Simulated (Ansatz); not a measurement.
Property card for ZrO₂

The calculation used Ansatz 0.2.0, DFT r2SCAN, scalar-relativistic, plane waves, PAW.

Settings: cutoff 500 eV, Γ-centred mesh 8×8×8 on the computed 3-atom cell, Gaussian smearing of 0.02 eV; no spin polarisation.

The structure is relaxed at this level of theory with its symmetry kept. This fluorite-type form isn't the usual stable structure of the compound.

```
Zr O
1.0
     0.00000    2.54472    2.54472
     2.54472    0.00000    2.54472
     2.54472    2.54472    0.00000
Zr O
1 2
Direct
  0.00000 0.00000 0.00000
  0.25000 0.25000 0.25000
  0.75000 0.75000 0.75000
```

| Property | Result |
| --- | --- |
| Space group | Fm-3m (No. 225) |
| Volume per atom | 74.1 bohr³ |
| Formation energy from the elements' standard states (uncorrected) | -3.690 eV/atom |
| Generalised Kohn–Sham band gap | 3.89 eV, indirect from X to Γ |
| Löwdin character of the top 1 eV of the valence band | O 2p 93 % |
| Löwdin character of the lowest 1 eV of the conduction band | Zr 4d 87 %, O 2p 11 % |
| Electron masses at the edge by Cartesian direction of the standard setting (m_e; degenerate bands sorted by energy; no spin-orbit coupling) | x: 2.1, 0.53; y: 2.1, 0.53; z: 2.1, 0.53 |
| Hole masses at the edge by Cartesian direction of the standard setting (m_e; degenerate bands sorted by energy; no spin-orbit coupling) | x: 0.28; y: 3.1; z: 3.1 |
| Bulk modulus | 257 GPa |
| Its pressure derivative | 4.1 |
| Electronic dielectric constant xx, yy, zz of the standard setting (independent particles) | 5.3, 5.3, 5.3 |
| Bader charges (e) | Zr (1 in the cell) 2.72, O (2 in the cell) -1.36 |